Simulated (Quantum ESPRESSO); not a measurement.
**CsPbCl3: dielectric tensor with PBEsol**

CsPbCl3:

```
Pb Cs Cl
1.0
     5.60500    0.00000    0.00000
     0.00000    5.60500    0.00000
     0.00000    0.00000    5.60500
Pb Cs Cl
1 1 3
Direct
  0.50000 0.50000 0.50000
  0.00000 0.00000 0.00000
  0.50000 0.00000 0.50000
  0.00000 0.50000 0.50000
  0.50000 0.50000 0.00000
```

- Program: Quantum ESPRESSO 7.5
- Task: dielectric tensor
- Functional: PBEsol
- Potentials or basis: GBRV 1.5 PBEsol
- Cutoff: 612 eV
- Density cutoff: 4898 eV
- k mesh: 6 × 6 × 6, shifted
- Occupations: fermi-dirac, width 0.05 eV
- Spin: no spin polarisation
- Mixing beta: 0.5
- Most SCF iterations: 120
- SCF threshold: 1e-09 Ry

```yaml
Pressure: 0.1 GPa
Electronic_dielectric_tensor_diagonal: 3.91
Born_charges_mean_of_the_diagonal: Pb +3.97; Cs +1.32; Cl -1.73 e
```

Levels at points of the mesh, in eV from the valence-band top:
| k point | band 18 | band 19 | band 20 | band 21 | band 22 | band 23 | band 24 | band 25 | band 26 | band 27 |
| --- | --- | --- | --- | --- | --- | --- | --- | --- | --- | --- |
| (0.08, 0.08, 0.08) | -2.22 | -2.14 | -2.10 | -2.06 | -2.06 | 3.88 | 4.82 | 4.82 | 5.59 | 5.64 |

Electronic dielectric tensor:
```
3.91 0.00 0.00
0.00 3.91 0.00
0.00 0.00 3.91
```

Born effective charge tensors (e):
atom 1, Pb
```
3.97 0.00 0.00
0.00 3.97 0.00
0.00 0.00 3.97
```
atom 2, Cs
```
1.32 0.00 0.00
0.00 1.32 0.00
0.00 0.00 1.32
```
atom 3, Cl
```
-0.74  0.00  0.00
 0.00 -3.72  0.00
 0.00  0.00 -0.74
```
atom 4, Cl
```
-3.72  0.00  0.00
 0.00 -0.74  0.00
 0.00  0.00 -0.74
```
atom 5, Cl
```
-0.74  0.00  0.00
 0.00 -0.74  0.00
 0.00  0.00 -3.72
```

Run time: 11 min on 1 thread of Arm Neoverse V2 (shared host), peak memory 0.55 GiB.

Caveat: the mesh is thin for the dielectric tensor, Born charges and intensities, which usually come out too large; the Born charges break their sum rule by 0.09 e, a sign of too thin a mesh. Spin-orbit coupling is left out, which matters for the levels of Cs, Pb.
